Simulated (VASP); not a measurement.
# Al in VASP: further runs, part 2 of 3

VASP 6.6.1. Earlier steps stand in the parts before.

### 3 Single point, r2SCAN+D3(BJ)

The input, POSCAR:

```
Al
1.0
    8.5913470000      0.0000000000      0.0000000000
    4.2956740000      7.4403250000      0.0000000000
    0.0000000000      0.0000000000     16.6765370000
Al
27
Direct
    0.1111123195      0.1111107378      0.0599644878
    0.4444477091      0.1111107378      0.0599644878
    0.7777830988      0.1111107378      0.0599644878
    0.1111138883      0.4444429511      0.0599644878
    0.4444492779      0.4444429511      0.0599644878
    0.7777730280      0.4444429511      0.0599644878
    0.1111154570      0.7777751644      0.0599644878
    0.4444508467      0.7777751644      0.0599644878
    0.7777745968      0.7777751644      0.0599644878
   -0.1175718711      0.2422206019      0.1892539200
    0.2602420167      0.1867391545      0.1967194988
    0.5966339239      0.2236461445      0.2018284731
   -0.1154481674      0.5618571769      0.1849364769
    0.2350282301      0.5464546240      0.1998856237
    0.5448264981      0.5695046923      0.2102954588
   -0.1072064520      0.8765208509      0.2077169858
    0.2075973504      0.8582958406      0.2032796137
    0.5648866929      0.8726366120      0.1906510926
   -0.0040810281      0.0120962458      0.3402864755
    0.3361246028      0.0261278909      0.3369044784
    0.6726190152      0.0304018978      0.3500307048
    0.0205598153      0.3272975307      0.3170982081
    0.3388148668      0.3390443294      0.3304582960
    0.6595496647      0.3542587185      0.3348297072
    0.0058892777      0.6676724471      0.3440342560
    0.3344555270      0.6592857167      0.3542042332
    0.6339915525      0.6935718534      0.3370364003
```

The input, INCAR.step1:

```
ALGO = Normal
EDIFF = 1E-4
ENCUT = 520
GGA = PE
ISMEAR = -1
LASPH = T
LCHARG = F
LREAL = Auto
LWAVE = T
NBANDS = 60
NELM = 100
PREC = Accurate
SIGMA = 0.15
```

The input, INCAR.step2:

```
ALGO = Normal
EDIFF = 1E-7
ENCUT = 520
ISIF = 2
ISMEAR = -1
ISTART = 1
IVDW = 12
LASPH = T
LCHARG = T
LELF = T
LMIXTAU = T
LREAL = Auto
LVHAR = T
LWAVE = F
METAGGA = R2SCAN
NBANDS = 60
NELM = 100
PREC = Accurate
SIGMA = 0.15
VDW_A1 = 0.49484001
VDW_A2 = 5.73083694
VDW_S6 = 1.0
VDW_S8 = 0.78981345
```

The input, KPOINTS:

```
k-points
0
Gamma
  2 2 1
```

Potentials or basis: VASP PAW PBE potentials, release 64 (Al).

Started as:

```
> cat potpaw_PBE.64/Al/POTCAR > POTCAR
> cp INCAR.step1 INCAR
> mpirun -np 1 vasp_std > vasp.out
> cp INCAR.step2 INCAR
> mpirun -np 1 vasp_std > vasp.out
```

OUTCAR:

```text
EDIFF = 1E-7
   ENCUT = 520
   ISIF = 2
   ISMEAR = -1
   ISTART = 1
   IVDW = 12
   LASPH = T
   LREAL = Auto
   METAGGA = R2SCAN
   NELM = 100
   PREC = Accurate
 IVDW          = 12

 ion  position               nearest neighbor table
   1  0.111  0.111  0.060-  10 2.75  11 2.85   3 2.86   4 2.86   7 2.86   2 2.86   6 2.86   8 2.86
                            17 3.05
   2  0.444  0.111  0.060-  11 2.66  18 2.81   9 2.86   4 2.86   5 2.86   8 2.86   1 2.86   3 2.86
                            12 3.08
   3  0.778  0.111  0.060-  12 2.73  10 2.78   6 2.86   1 2.86   5 2.86   7 2.86   2 2.86   9 2.86
                            16 3.02
   4  0.111  0.444  0.060-  13 2.68   7 2.86   2 2.86   1 2.86   5 2.86   9 2.86   6 2.86  14 2.88
                            11 2.98
   5  0.444  0.444  0.060-  14 2.81   6 2.86   8 2.86   2 2.86   7 2.86   3 2.86   4 2.86  12 2.90
                            15 3.02
   6  0.778  0.444  0.060-  10 2.63  13 2.67   5 2.86   3 2.86   8 2.86   9 2.86   1 2.86   4 2.86
                            15 3.05
   7  0.111  0.778  0.060-  17 2.73   4 2.86   5 2.86   3 2.86   1 2.86   8 2.86   9 2.86  14 2.90
                            16 2.95
   8  0.444  0.778  0.060-  18 2.71   9 2.86   6 2.86   5 2.86   2 2.86   7 2.86   1 2.86  15 2.95
                            17 2.99
   9  0.778  0.778  0.060-  13 2.63  18 2.70   8 2.86   2 2.86   6 2.86   4 2.86   3 2.86   7 2.86
[... 476 lines left out ...]
     51       2.8094      0.00001
     52       2.9622      0.00000
 [bands above 52 left out]

------------------------ aborting loop because EDIFF is reached ----------------------------------------

 Edisp (eV)   -2.63011

 E8    (eV) :    -0.9825

  FORCE on cell =-STRESS in cart. coord.  units (eV):
  Direction    XX          YY          ZZ          XY          YZ          ZX
  --------------------------------------------------------------------------------------
  -------------------------------------------------------------------------------------
  Total     -17.00499   -15.63174     1.41234    -0.18550    -1.12126    -0.05144
  in kB     -25.55806   -23.49410     2.12272    -0.27881    -1.68522    -0.07732
  external pressure =      -15.64 kB  Pullay stress =        0.00 kB

 VOLUME and BASIS-vectors are now :
 -----------------------------------------------------------------------------
  energy-cutoff  :      520.00
  volume of cell :     1066.00
      direct lattice vectors                 reciprocal lattice vectors
     8.591347000  0.000000000  0.000000000     0.116396183 -0.067201373  0.000000000
     4.295674000  7.440325000  0.000000000     0.000000000  0.134402731  0.000000000
     0.000000000  0.000000000 16.676537000     0.000000000  0.000000000  0.059964488

 POSITION                                       TOTAL-FORCE (eV/Angst)
 -----------------------------------------------------------------------------------
      1.43190      0.82670      1.00000         0.088170     -0.114553      0.054750
      4.29570      0.82670      1.00000         0.174429     -0.018669     -0.122869
      7.15950      0.82670      1.00000         0.009163     -0.098602     -0.017743
      2.86380      3.30680      1.00000         0.270226     -0.217357     -0.101494
      5.72760      3.30680      1.00000         0.059050     -0.073437      0.212836
      8.59130      3.30680      1.00000        -0.158684      0.187016     -0.519680
[... 19 lines left out ...]
      5.70550      4.90530      5.90690        -0.234681      0.495924     -0.491057
      8.42620      5.16040      5.62060         0.848375     -0.118427      0.240821
 -----------------------------------------------------------------------------------
    total drift:                                0.010384     -0.003538      0.012458

  FREE ENERGIE OF THE ION-ELECTRON SYSTEM (eV)
  ---------------------------------------------------
  free  energy   TOTEN  =      -176.4673701136 eV

  energy  without entropy=     -175.3886640025  energy(sigma->0) =     -175.92801706
```

OSZICAR.step1:

```text
N       E                     dE             d eps       ncg     rms          rms(c)
DAV:   1     0.244570512250E+03    0.24457E+03   -0.24696E+04   480   0.972E+02
DAV:   2    -0.785322610856E+02   -0.32310E+03   -0.30715E+03   600   0.159E+02
DAV:   3    -0.984051699792E+02   -0.19873E+02   -0.19082E+02   592   0.365E+01
DAV:   4    -0.994110400576E+02   -0.10059E+01   -0.99481E+00   776   0.909E+00
DAV:   5    -0.994392187898E+02   -0.28179E-01   -0.28166E-01   712   0.166E+00    0.805E+00
DAV:   6    -0.950742310542E+02    0.43650E+01   -0.11479E+01   592   0.715E+00    0.434E+00
DAV:   7    -0.945526668631E+02    0.52156E+00   -0.13229E+00   592   0.288E+00    0.195E+00
DAV:   8    -0.943711689750E+02    0.18150E+00   -0.27468E-01   624   0.128E+00    0.817E-01
DAV:   9    -0.943288826116E+02    0.42286E-01   -0.36199E-02   640   0.629E-01    0.416E-01
DAV:  10    -0.943057156807E+02    0.23167E-01   -0.14332E-02   624   0.425E-01    0.238E-01
DAV:  11    -0.942902933896E+02    0.15422E-01   -0.10685E-02   600   0.261E-01    0.140E-01
DAV:  12    -0.942859139023E+02    0.43795E-02   -0.98950E-03   552   0.188E-01    0.797E-02
DAV:  13    -0.942882717472E+02   -0.23578E-02   -0.15435E-03   576   0.103E-01    0.526E-02
DAV:  14    -0.942918794462E+02   -0.36077E-02   -0.85445E-04   492   0.819E-02    0.261E-02
DAV:  15    -0.942948980173E+02   -0.30186E-02   -0.16493E-04   432   0.389E-02    0.159E-02
DAV:  16    -0.942963555327E+02   -0.14575E-02   -0.81549E-05   392   0.256E-02    0.579E-03
DAV:  17    -0.942966025920E+02   -0.24706E-03   -0.16462E-05   360   0.139E-02    0.226E-03
DAV:  18    -0.942966601810E+02   -0.57589E-04   -0.60936E-06   344   0.866E-03
   1 F= -.94296660E+02 E0= -.93736121E+02  d E =-.112108E+01
```

Run time: 44 min. Hardware: 1 thread of Intel Xeon Platinum 8259CL at 2.50GHz (Skylake/Cascade Lake), shared host; peak memory 1.2 GiB.

Results:

```yaml
Free_energy: -176.4674 eV
Largest_force: 1.525 eV/Å
Band_gap_on_the_k_mesh: none (metal or under the smearing width)
Dispersion_energy_per_atom: -0.097 eV
```

Forces in eV/Å, atoms in the order of the input:
```
Al   0.088 -0.115  0.055
Al   0.174 -0.019 -0.123
Al   0.009 -0.099 -0.018
Al   0.270 -0.217 -0.101
Al   0.059 -0.073  0.213
Al  -0.159  0.187 -0.520
Al  -0.159  0.001  0.051
Al  -0.249 -0.039  0.038
Al   0.181  0.258 -0.492
Al   0.794 -0.612  0.508
Al  -0.321  0.669 -0.425
Al  -1.461 -0.168 -0.141
Al   0.292 -0.302  1.142
Al  -0.618 -0.564 -0.148
Al  -0.019 -0.072 -0.953
Al  -0.236  0.257 -0.164
Al   0.993  1.153  0.099
Al   0.024  0.381  0.682
Al   0.370  0.062 -0.206
Al  -0.183 -0.703  0.143
Al  -0.385 -0.383 -0.509
Al  -0.365  0.554  0.633
Al   0.135 -0.072  0.262
Al   0.536 -0.298  0.550
Al  -0.384 -0.165 -0.327
Al  -0.235  0.496 -0.491
Al   0.848 -0.118  0.241
```

Caveat: the k mesh is coarse (spacing up to 0.42 Å⁻¹), so the values aren't converged; the PAW data sets were made with another functional, which shifts forces and pressure a little.

### 4 Single point, r2SCAN+D3(BJ)

The input, POSCAR:

```
Al
1.0
    8.5913470000      0.0000000000      0.0000000000
    4.2956740000      7.4403250000      0.0000000000
    0.0000000000      0.0000000000     16.6765370000
Al
27
Direct
    0.1111123195      0.1111107378      0.0599644878
    0.4444477091      0.1111107378      0.0599644878
    0.7777830988      0.1111107378      0.0599644878
    0.1111138883      0.4444429511      0.0599644878
    0.4444492779      0.4444429511      0.0599644878
    0.7777730280      0.4444429511      0.0599644878
    0.1111154570      0.7777751644      0.0599644878
    0.4444508467      0.7777751644      0.0599644878
    0.7777745968      0.7777751644      0.0599644878
   -0.0961505646      0.2073162127      0.1892958952
    0.2259152147      0.2321135165      0.2003173680
    0.5688195123      0.2072490113      0.1969473638
   -0.1069367587      0.5360115318      0.1960778788
    0.2086486197      0.5748404808      0.1862437028
    0.5349578805      0.5477583304      0.2061339234
   -0.1308468765      0.9125811036      0.1973011543
    0.2256634381      0.8823404892      0.2054203460
    0.5499599340      0.8939932059      0.1975350158
    0.0058496730     -0.0129564233      0.3304163208
    0.3504214001      0.0086152151      0.3319634046
    0.6836899259      0.0005779317      0.3313037953
    0.0065588775      0.3377003021      0.3273221533
    0.3398672668      0.3332381314      0.3263027570
    0.6697416754      0.3307785614      0.3339902043
   -0.0127930475      0.6503076143      0.3263267428
    0.3380164367      0.6312358667      0.3381757256
    0.6676241934      0.6791504403      0.3401065821
```

The input, INCAR.step1:

```
PREC = Accurate ; ENCUT = 520
ISMEAR = -1 ; SIGMA = 0.15
LREAL = Auto ; LASPH = T
NELM = 100 ; NBANDS = 60
GGA = PE ; ALGO = Normal
EDIFF = 1E-4 ; LWAVE = T
LCHARG = F
```

The input, INCAR.step2:

```
PREC = Accurate ; ENCUT = 520
EDIFF = 1E-6 ; ISMEAR = -1
SIGMA = 0.15 ; LREAL = Auto
LASPH = T ; NELM = 100
ALGO = Normal ; ISIF = 2
LWAVE = F ; LCHARG = F
METAGGA = R2SCAN ; LMIXTAU = T
IVDW = 12 ; VDW_S6 = 1.0
VDW_S8 = 0.78981345 ; VDW_A1 = 0.49484001
VDW_A2 = 5.73083694 ; NBANDS = 60
ISTART = 1
```

The input, KPOINTS:

```
Automatic mesh
0
Gamma
  2 2 1
```

Started as:

```
> cat potpaw_PBE.64/Al/POTCAR > POTCAR
> cp INCAR.step1 INCAR
> mpirun -np 1 vasp_std > vasp.out
> cp INCAR.step2 INCAR
> mpirun -np 1 vasp_std > vasp.out
```

Wall time 26 min (1 thread of Intel Xeon 6975P-C (Granite Rapids), shared host); peak memory 1.1 GiB.

Results (log left out):

| Item | Value |
| --- | --- |
| Free energy | -176.9858 eV |
| Largest force | 1.564 eV/Å |
| Band gap on the k mesh | none (metal or under the smearing width) |
| Dispersion energy per atom | -0.098 eV |

Forces on the atoms (eV/Å):
```
Al   0.250 -0.099 -0.088
Al   0.013  0.065  0.020
Al  -0.096  0.023 -0.385
Al  -0.029 -0.065 -0.246
Al   0.093 -0.137 -0.008
Al  -0.125  0.048  0.036
Al  -0.076  0.360 -0.281
Al  -0.041 -0.098  0.241
Al   0.003 -0.048  0.115
Al  -0.074  0.479  0.606
Al  -0.012 -0.419 -0.829
Al  -0.366  0.996 -0.232
Al  -0.361  0.805 -0.400
Al  -0.355 -0.492  0.859
Al   0.923  0.035 -0.696
Al   0.512 -1.433 -0.359
Al   0.232  0.215 -0.531
Al  -0.028 -0.520 -0.203
Al   0.269  0.115  0.417
Al  -0.382 -0.093  0.401
Al  -0.438  0.004  0.499
Al  -0.555 -0.656  0.661
Al  -0.195 -0.301  0.347
Al   0.443 -0.197  0.018
Al   0.949  0.552  0.166
Al   0.020  1.138  0.167
Al  -0.575 -0.278 -0.294
```

Levels at points of the mesh, in eV from the Fermi level:
```csv
k point,band 39,band 40,band 41,band 42,band 43,band 44
"(0.00, 0.00, 0.00)",-0.33,-0.30,-0.09,-0.04,-0.03,0.05
"(0.50, 0.00, 0.00)",-0.20,-0.12,0.02,0.17,1.32,1.36
"(0.50, 0.50, 0.00)",-0.12,-0.08,-0.05,0.16,1.21,1.36
"(0.00, 0.50, 0.00)",-0.18,-0.13,-0.03,0.19,1.27,1.34
```

Caveat: the k mesh is coarse (spacing up to 0.42 Å⁻¹), so the values aren't converged; the PAW data sets were made with another functional, which shifts forces and pressure a little.

[end of part 2 of 3]
